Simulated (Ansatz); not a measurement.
**HgS (Metacinnabar): how the settings move a single-point run**

Question: which choices in the input matter for HgS (Metacinnabar)?

Method: reference: DFT, PBE, plane waves, PAW, in Ansatz 0.2.0.

6 further runs of the same task are left out: 1 for a known fault of the program, 5 that didn't finish.

## Step 1: The structure to begin with

The structure is cubic, space group F-43m (No. 216). The conventional cell has a = 5.930 Å, b = 5.930 Å, c = 5.930 Å, α = 90.00°, β = 90.00°, γ = 90.00°. Around Hg (site symmetry -43m) lie 4 S at 2.57 Å. S (site symmetry -43m) is surrounded by 4 Hg at 2.57 Å.

As a file:

```cif
data_structure
_symmetry_space_group_name_H-M 'P 1'
_symmetry_Int_Tables_number 1
_cell_length_a 4.1934
_cell_length_b 4.1934
_cell_length_c 4.1934
_cell_angle_alpha 60.000
_cell_angle_beta 60.000
_cell_angle_gamma 60.000
_cell_volume 52.14
loop_
_atom_site_label
_atom_site_type_symbol
_atom_site_fract_x
_atom_site_fract_y
_atom_site_fract_z
_atom_site_occupancy
Hg1 Hg 0.00000 0.00000 0.00000 1
S1 S 0.25000 0.25000 0.25000 1
```

## Step 2: Reference

The input, input.yaml:

```yaml
crystal:
  lattice:
    - [0.0, 2.965187139, 2.965187139]
    - [2.965187139, 0.0, 2.965187139]
    - [2.965187139, 2.965187139, 0.0]
  atoms:
    - { symbol: Hg, position: [0.0, 0.0, 0.0] }
    - { symbol: S, position: [0.25, 0.25, 0.25] }
kpoints:
  mp_grid: { grid: [6, 6, 6] }
hamiltonian:
  xc: pbe
scf:
  occupations: { method: fermi_dirac, width: 0.02 }
  n_extra_bands: 4
output:
  forces: true
  stress: true
  eigenvalues: true
```

Started as:

```
ansatz run input.yaml --threads 4 --pin off --max-ram 3686MiB --backend cpu --events-out ev --progress --plain --runs-dir out
```

## Step 3: Variant: mp_grid.grid [4, 4, 4]

input.yaml, as its differences from that of step 2:

```diff
@@ -9,3 +9,3 @@
 kpoints:
-  mp_grid: { grid: [6, 6, 6] }
+  mp_grid: { grid: [4, 4, 4] }
 hamiltonian:
```

## Step 4: Changed: xc r2scan

input.yaml, as its differences from that of step 2:

```diff
@@ -11,3 +11,3 @@
 hamiltonian:
-  xc: pbe
+  xc: r2scan
 scf:
```

Q: Predict the outcome of this session. Wanted: for each run, ending; energy change; pressure; gap; force.

As calculated:

| run | ending | energy change | pressure (GPa) | gap (eV) | force (eV/Å) | cycles | time |
| --- | --- | --- | --- | --- | --- | --- | --- |
| reference | converged | 0 | 1.7 | 0.00 | 0.00 | 6 | 1.2 s |
| 1: mp_grid.grid [4, 4, 4] | converged | +21.5 meV/atom | 2.0 | 0.00 | 0.00 | 6 | 0.84 s |
| 2: xc r2scan | converged | not comparable | 0.0 | 0.00 | 0.00 | 6 | 2.5 s |

Residual by cycle in the longest SCF loop of each run; runs are numbered as in the table. The quantity is the density residual dr2, in eV.

| cycle | reference | run 1 | run 2 |
| --- | --- | --- | --- |
| 1 | 6.2e-4 | 1.7e-4 | 0.0229 |
| 2 | 9.2e-5 | 6.4e-5 | 0.00385 |
| 3 | 1.0e-5 | 3.0e-6 | 5.7e-4 |
| 4 | 7.7e-7 | 1.7e-7 | 1.4e-5 |
| 5 | 1.8e-8 | 2.4e-8 | 3.1e-7 |
| 6 | 4.5e-10 | 9.0e-10 | 1.7e-8 |

«mp_grid.grid [4, 4, 4]» moves the energy by +21.5 meV/atom. Semilocal functionals close small gaps, so the missing gap need not be the real solid's. Of the variants the dearest is «xc r2scan» (2.5 s), the cheapest «mp_grid.grid [4, 4, 4]» (0.84 s), on a shared host.
